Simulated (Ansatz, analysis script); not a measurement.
**Collinear and non-collinear states of a zigzag Cr chain, bond 2.237 Å**

The cell holds 4 atoms: 4 Cr. Cell: a = 12.000 Å, b = 12.000 Å, c = 5.369 Å, α = 90.0°, β = 90.0°, γ = 90.0°. It derives from Cr. An idealised lattice of chosen spacing, in vacuum. Vacuum lies along a and b. The structure's axis is c.

```xyz
4
Lattice="12.0000 0.0000 0.0000 0.0000 12.0000 0.0000 0.0000 0.0000 5.3688" Properties=species:S:1:pos:R:3
Cr    5.1052    6.0000    0.0000
Cr    5.1052    6.0000    2.6844
Cr    6.8948    6.0000    1.3422
Cr    6.8948    6.0000    4.0266
```

* method: PBEsol, PAW set soft_2 (files made for PBE); spinors, patterns of moment directions started one by one (and 2 further levels or steps)
* program: Ansatz 0.2.0 and analysis script 1
* settings of one run: cutoff 420 eV, 1×1×20 k-mesh, Fermi-Dirac occupations, smearing width 0.05 eV, patterns started 7
* cost: 10 runs, 17 min in all on 4 threads of Arm Neoverse V2, shared host (the runs of this entry)
* notes: Without spin–orbit coupling only the angles between moments count. Only the listed patterns were tried. The cell was taken as built, with atoms unrelaxed.
* lowest state found: antiferromagnetic
* mean cosine between nearest magnetic neighbours there: -1.0
* net moment of the lowest state: 0 μB a cell
* mean moment in the lowest state: 2.84 μB

The lowest state found is antiferromagnetic, reached from the start «tetrahedral», 404 meV a magnetic atom under the next one (antiferromagnetic). 5 of the 7 converged starts end within 0.1 meV of the lowest.

[Logs and program files are shortened in this print: banners, set-up blocks, solver, clock and traceback lines can be left out without a mark of their own.]

[Logs are printed without paths, hosts, clocks, repeated set-up lines and the standing remarks that a program may print on its own settings, such as how far it seeks lower states.]

[Hosts, paths, dates, database ids (printed as entryN), source tags and the programs' standing remarks are cut or masked in the printed files.]
